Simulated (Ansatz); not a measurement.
The system is Sb.

```xyz
1
Lattice="-1.8713 1.8713 1.8713 1.8713 -1.8713 1.8713 1.8713 1.8713 -1.8713" Properties=species:S:1:pos:R:3 pbc="T T T"
Sb    0.0000    0.0000    0.0000
```

This isn't the form of Sb at room conditions, which is rhombohedral.

- Program: Ansatz 0.2.0
- Task: relaxation of cell and atoms
- Functional: PBE
- Potentials or basis: Ansatz PAW
- Cutoff: 420 eV (not typed: the program's choice for these potentials)
- k mesh: 10 × 10 × 10
- Occupations: fermi-dirac, width 0.05 eV
- Spin: no spin polarisation

At the start: volume 26.21 Å³/atom.

Question: How do energy, volume and symmetry change on relaxing?

Answer: It ends after 5 steps and the volume is 27.50 Å³/atom (+4.9 %); space group Im-3m (No. 229, to 0.05 Å).

The path:
```tsv
step	energy change (eV)	largest force (eV/Å)	volume (Å³)
1	0.0000	0.0000	26.21
2	-0.0100	0.0000	28.03
3	-0.0119	0.0000	27.55
4	-0.0119	0.0000	27.50
5	-0.0122	0.0000	27.50
```

Final structure:
```
Sb
1.0
    -1.90158    1.90158    1.90158
     1.90158   -1.90158    1.90158
     1.90158    1.90158   -1.90158
Sb
1
Direct
  0.00000 0.00000 0.00000
```

Caveat: the plane-wave basis is chosen anew once the cell has moved, so the energies of steps on either side of that aren't comparable.
